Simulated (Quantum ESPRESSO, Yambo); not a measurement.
# Quasiparticle gap of AlN (F-43m) in Yambo, part 3 of 3

How does a plane-wave GW calculation on AlN (F-43m) run from the first input to the gap?

Quantum ESPRESSO 7.5 and Yambo 5.3.0; PBE and many-body steps on it, plane waves. Known limits of the many-body steps: not at the basis limit.

So far. Step 3 (Bands along the symmetry lines): The gap is 3.325 eV, as in the run before at this level. Step 4 (Empty states on the mesh, 6×6×6 mesh, 51 bands): On this mesh the gap is 3.325 eV.

### Step 6. Screening and self-energy, 6×6×6 mesh, 51 bands, screening to 129.3 eV

G0W0 replaces the xc potential by the self-energy, built once from these orbitals. Only a window of levels is corrected, while the sums run over the empty bands that the input names.

This step: G0W0 on PBE, plane waves, norm-conserving pseudopotentials.

File gw1.in:

```
HF_and_locXC
gw0
dyson
ppa
em1d
rim_cut
RandQpts= 1000000
RandGvec= 1 RL
EXXRLvcs= 72 Ry
VXCRLvcs= 288 Ry
Chimod= "HARTREE"
% BndsRnXp
 1 | 51 |
%
NGsBlkXp= 9.5 Ry
% LongDrXp
 1 | 1 | 1 |
%
% GbndRnge
 1 | 51 |
%
DysSolver= "n"
ExtendOut
PPAPntXp= 27.21138 eV
% QPkrange
 1 | 16 | 2 | 9 |
%
```

Started as:

```
> OMP_NUM_THREADS=1 mpirun -n 4 yambo -F gw1.in -J gw1 -C gw1 > gw1.log
```

The program printed:

```text
 Yambo, version 5.3.0

 [02] CORE Variables Setup
 =========================

  [... cell, symmetries and grids as in the set-up ...]

  [02.05] Energies & Occupations
  ==============================

  [X] === General ===
  [X] Electronic Temperature                        :  0.000000  0.000000 [eV K]
  [X] Bosonic    Temperature                        :  0.000000  0.000000 [eV K]
  [X] Finite Temperature mode                       : no
  [X] El. density                                   :  0.38398E+24 [cm-3]
  [X] Fermi Level                                   :  6.956595 [eV]

  [X] === Gaps and Widths ===
  [X] Conduction Band Min                           :  3.324803 [eV]
  [X] Valence Band Max                              :  0.000000 [eV]
  [X] Filled Bands                                  :   4
  [X] Empty Bands                                   :    5   51
  [X] Direct Gap                                    :  4.192069 [eV]
  [X] Direct Gap localized at k                     :  1
  [X] Indirect Gap                                  :  3.324803 [eV]
  [X] Indirect Gap between kpts                     :   1  13
  [X] Last valence band width                       :  2.503488 [eV]
  [X] 1st conduction band width                     :  4.659042 [eV]

 [03] Transferred momenta grid and indexing
 ==========================================

 IBZ Q-points                                      :  16
 BZ  Q-points                                      :  216

 K/Q-points units:
 rlu = crystal or reduced units; cc = cartesian coordinates; iku = interal k-units

 Q [ 1]         [rlu]:  0.000000  0.000000  0.000000
 Q [ 2]         [rlu]:  0.37242E-17  0.37242E-17  0.16667
 Q [ 3]         [rlu]:  0.74483E-17  0.74483E-17  0.33333
 Q [ 4]         [rlu]:  0.10596E-16  0.10596E-16 -0.50000
 Q [ 5]         [rlu]:  0.11424E-17  0.16667      0.16667
 Q [ 6]         [rlu]:  0.37242E-17  0.16667      0.33333
 Q [ 7]         [rlu]:  0.16156E-16  0.16667      0.50000
 Q [ 8]         [rlu]:  0.10596E-16  0.16667     -0.33333
 Q [ 9]         [rlu]: -0.74483E-17  0.16667     -0.16667
 Q [10]         [rlu]:  0.22848E-17  0.33333      0.33333
     [... 4 further rows ...]
 Q [15]         [rlu]:  0.166667  0.333333 -0.333333
 Q [16]         [rlu]:  0.166667 -0.500000 -0.333333

 [04] Coloumb potential Random Integration (RIM)
 ===============================================

  [04.01] RIM initialization
  ==========================

  * Diagonal components only detected *

  8 x (sBL volume)        :  0.065342 [a.u.]
  sBZ random points       :  1000000
  Points outside the sBZ  :   7996195
  RL volume               :  1.764245 [a.u.]
  Integrated volume       :  1.765085 [a.u.]

  [04.02] RIM integrals
  =====================

  Gamma point sphere radius             :  0.073060 [a.u.]
  Points outside the sphere             :   799659
  [Int_sBZ(q=0) 1/q^2]*(Vol_sBZ)^(-1/3) =:  7.764404
                                 should be <:  7.795600

  Summary of Coulomb integrals for non-metallic bands |Q|[au] RIM/Bare

  Q [1] 0.100000E-4 0.995998 * Q [2] 0.219740 1.065683
  Q [5] 0.253734 1.065194 * Q [9] 0.358834 1.026119
  Q [6] 0.420770 1.019967 * Q [3] 0.439480 1.017314
  Q [10] 0.507468 1.014132 * Q [8] 0.553000 1.010838
  Q [14] 0.567366 1.011005 * Q [7] 0.621518 1.009135
  Q [11] 0.659220 1.008371 * Q [4] 0.659220 1.007575
  Q [12] 0.717668 1.006648 * Q [15] 0.750555 1.006102
  Q [13] 0.761202 1.005892 * Q [16] 0.802377 1.005337

 [05] Dipoles
 ============

  [05.01] Setup: observables and procedures
  =========================================

 [06] Dynamic Dielectric Matrix (PPA)
 ====================================

 [WR./gw1//ndb.pp]---------------------------------------------------------------
  Brillouin Zone Q/K grids (IBZ/BZ)                :   16  216   16  216
  RL vectors                                       :  1989 [WF]
  Coulomb cutoff potential                         : none
  Electronic Temperature                           :  0.000000 [K]
  Bosonic    Temperature                           :  0.000000 [K]
  PPA    diel. fun.  energies                      : Perdew, Burke & Ernzerhof(X)+Perdew, Burke & Ernzerhof(C)
  wavefunctions                                    : Perdew, Burke & Ernzerhof(X)+Perdew, Burke & Ernzerhof(C)
  Global Gauge                                     : length
  X matrix size                                    :   89
  X band range                                     :    1   51
  X e/h energy range                               : -1.000000 -1.000000 [eV]
  X Time ordering                                  : R
  X Hxc Kernel                                     : HARTREE
  X Drude frequency                                :  0.000000  0.000000
  X poles                                          :  100.0000 [o/o]
  RL vectors in the sum                            :  1989
  [r,Vnl] included                                 : yes
  Field direction                                  :  0.577350E-5  0.577350E-5  0.577350E-5
  BZ energy Double Grid                            : no
  BZ energy DbGd points                            : 0
  BZ Q point size factor                           : -1.000000
  X Optical Averaged directions                    : none

 [07] Local Exchange-Correlation + Non-Local Fock
 ================================================

 [VXC] Plane waves :  11575
 [EXS] Plane waves :  1471

 QP @ state[ 1 ] K range:   1  16
 QP @ state[ 1 ] b range:   2   9

 [xc] Functional : Perdew, Burke & Ernzerhof(X)+Perdew, Burke & Ernzerhof(C)
 [xc] LIBXC used to calculate xc functional
  PP Number of Atomic Species                      :  2
  NLCC RL compoments                               :  11575
  PP Number of Atomic Species                      :  2
  NLCC RL compoments                               :  11575

 [xc] E_xc :  -3.456486 [Ha]
      E_xc :  -6.912972 [Ry]

  Local XC kind (lXC) : Perdew, Burke & Ernzerhof(X)+Perdew, Burke & Ernzerhof(C)
  Non-Local XC kind (nlXC) : Hartree-Fock

  Corrections @ K [1] :  [eV]
 <2|nlXC|2> = -20.91661  0.53491E-17 <2|lXC|2> = -16.95945 -0.37763E-15
 <3|nlXC|3> = -20.91662  0.21621E-16 <3|lXC|3> = -16.95945  0.37763E-15
 <4|nlXC|4> = -20.91659  0.10868E-16 <4|lXC|4> = -16.95945  0.18882E-15
 <5|nlXC|5> = -8.110839  0.51487E-17 <5|lXC|5> = -12.53148 -0.18881E-15
 <6|nlXC|6> = -4.110451  0.88219E-18 <6|lXC|6> = -9.891629  0.37763E-15
 <7|nlXC|7> = -4.110398  0.28209E-18 <7|lXC|7> = -9.891629 -0.94410E-16
 <8|nlXC|8> = -4.110379  0.12232E-18 <8|lXC|8> = -9.891628 -0.18879E-15
 <9|nlXC|9> = -3.761645  0.27229E-18 <9|lXC|9> = -10.33365  0.23602E-16

  Corrections @ K [2] :  [eV]
 <2|nlXC|2> = -19.69970 -0.80265E-18 <2|lXC|2> = -15.27960  0.59004E-16
 <3|nlXC|3> = -20.86547 -0.71264E-17 <3|lXC|3> = -16.84471  0.18882E-15
[...]
Corrections @ K [3] :  [eV]
[...]
Corrections @ K [4] :  [eV]
[...]
Corrections @ K [5] :  [eV]
[...]
[... 10 further k-points ...]
  Corrections @ K [16] :  [eV]
[...]
<5|nlXC|5> = -6.541404 -0.89442E-18 <5|lXC|5> = -11.10805 -0.33106E-21
 <6|nlXC|6> = -5.495681  0.48831E-18 <6|lXC|6> = -11.12772  0.17703E-16
 <7|nlXC|7> = -4.388732 -0.13486E-17 <7|lXC|7> = -10.83693 -0.23601E-16
 <8|nlXC|8> = -7.005984  0.16526E-17 <8|lXC|8> = -14.19141  0.94407E-16
 <9|nlXC|9> = -4.102479  0.29844E-18 <9|lXC|9> = -11.48276  0.96852E-20

  [07.01] Hartree-Fock occupations report
  =======================================

  [Hartree-Fock] === General ===
  [Hartree-Fock] Electronic Temperature             :  0.000000  0.000000 [eV K]
  [Hartree-Fock] Bosonic    Temperature             :  0.000000  0.000000 [eV K]
  [Hartree-Fock] Finite Temperature mode            : no
  [Hartree-Fock] El. density                        :  0.38398E+24 [cm-3]
  [Hartree-Fock] Fermi Level                        :  6.956595 [eV]

  [Hartree-Fock] === Gaps and Widths ===
  [Hartree-Fock] Conduction Band Min                :  7.466507 [eV]
  [Hartree-Fock] Valence Band Max                   : -3.957139 [eV]
  [Hartree-Fock] Filled Bands                       :   4
  [Hartree-Fock] Empty Bands                        :    5   51
  [Hartree-Fock] Direct Gap                         :  12.56985 [eV]
  [Hartree-Fock] Direct Gap localized at k          :  1
  [Hartree-Fock] Indirect Gap                       :  11.42365 [eV]
  [Hartree-Fock] Indirect Gap between kpts          :   1  13
  [Hartree-Fock] Last valence band width            :  3.152827 [eV]
  [Hartree-Fock] 1st conduction band width          :  6.131757 [eV]

 [08] Dyson equation: Newton solver
 ==================================

  [08.01] G0W0 (W PPA)
  ====================

  [  GW  ] Bands range     :    1   51
  [GW/PPA] G damping       :  0.100000 [eV]

  QP @ state[ 1 ] K range:   1  16
  QP @ state[ 1 ] b range:   2   9

   Sc/G bands                                       :    1   51
   Sc/G damping                                     :  0.100000 ev
   Sc bands terminator                              : no
   Sx RL components                                 :  1471

   QP @ state[ 1 ] K range                          :   1  16
   QP @ state[ 1 ] b range                          :   2   9
   GF energies kind                                 : Perdew, Burke & Ernzerhof(X)+Perdew, Burke & Ernzerhof(C)
   GF WF`s kind                                     : Perdew, Burke & Ernzerhof(X)+Perdew, Burke & Ernzerhof(C)
   Xs energies kind                                 : Perdew, Burke & Ernzerhof(X)+Perdew, Burke & Ernzerhof(C)
   Xs WF`s kind                                     : Perdew, Burke & Ernzerhof(X)+Perdew, Burke & Ernzerhof(C)

 [11] Game Over & Game summary
```

Wall time 3.2 min (4 MPI ranks of Arm Neoverse V1, shared host); peak memory 1.3 GiB; 13 min of CPU time.

Numbers from this step:

| Item | Value |
| --- | --- |
| G0W0 gap on the mesh | 4.376 eV |
| starting gap on the mesh | 3.325 eV |
| k of the valence top | 0, 0, 0 |
| k of the conduction bottom | 0, -0.5, -0.5 |
| least direct G0W0 gap on the computed points | 5.511 eV |
| Z at the valence top | 0.7932 |
| Z at the conduction bottom | 0.8395 |

The gap on the mesh goes from 3.32 eV to 4.38 eV, a correction of +1.05 eV.

Limits: finite bands, cutoff and mesh. v1 is the top filled band, c1 the lowest empty one. Levels before and after the correction, in eV, zero at the valence-band top of each column:

```csv
,conduction bottom,valence top
Kohn-Sham,3.32,0.00
G0W0,4.38,0.00
```

```csv
,level,energy (eV)
Kohn-Sham,Γ v3-v1,0.000
Kohn-Sham,Γ c1,4.192
Kohn-Sham,Γ c2-c4,12.589
Kohn-Sham,(0 -0.5 -0.5) v3,-4.898
Kohn-Sham,(0 -0.5 -0.5) v2-v1,-1.775
Kohn-Sham,(0 -0.5 -0.5) c1,3.325
Kohn-Sham,(0 -0.5 -0.5) c2,8.652
Kohn-Sham,(0 -0.5 -0.5) c3,13.920
Kohn-Sham,(0 -0.5 -0.5) c4,15.697
G0W0,Γ v3-v1,0.000
G0W0,Γ c1,5.511
G0W0,Γ c2-c4,13.945
G0W0,(0 -0.5 -0.5) v3,-5.503
G0W0,(0 -0.5 -0.5) v2-v1,-2.110
G0W0,(0 -0.5 -0.5) c1,4.376
G0W0,(0 -0.5 -0.5) c2,9.969
G0W0,(0 -0.5 -0.5) c3,16.082
G0W0,(0 -0.5 -0.5) c4,17.506
```

### Step 7. Where the time went

Times are wall times on the hardware named with each run, good to a factor of about two.

```csv
step,time,share,memory (GiB)
ground state,2.4 s,1 %,0.19
bands along the symmetry lines,1.6 s,1 %,0.05
empty states on the mesh,2.2 s,1 %,0.19
conversion and set-up,2.1 s,1 %,0.23
screening and self-energy,3.2 min,96 %,1.3
```

### Step 8. What came out

```json
{"PBE gap": "3.32 eV, indirect", "G0W0 gap on the mesh": "4.38 eV", "GW settings": "6×6×6 mesh, 51 bands, screening to 129.3 eV, Godby-Needs plasmon pole", "known limits": "not at the basis limit"}
```

**Reading.** G0W0 moves the gap on the mesh from 3.32 eV to 4.38 eV (+1.05 eV), with Z of 0.79 and 0.84 at the edges. The dearest step here is «screening and self-energy». Bands and cutoff are finite, so the gap is not at the basis limit. The miss can reach some tenths of an eV and take either sign; the mesh is an error of its own.

[Paths, hosts, dates, memory and timing lines, banners, echoed tables and standing remarks are left out of the program output.]

[Logs are printed without paths, hosts, clocks, repeated set-up lines and the standing remarks that a program may print on its own settings, such as how far it seeks lower states.]

[Runs of the session that timed out or met a known fault of the program may be left out.]

[Hosts, paths, dates, database ids (printed as entryN), source tags and the programs' standing remarks are cut or masked in the printed files.]
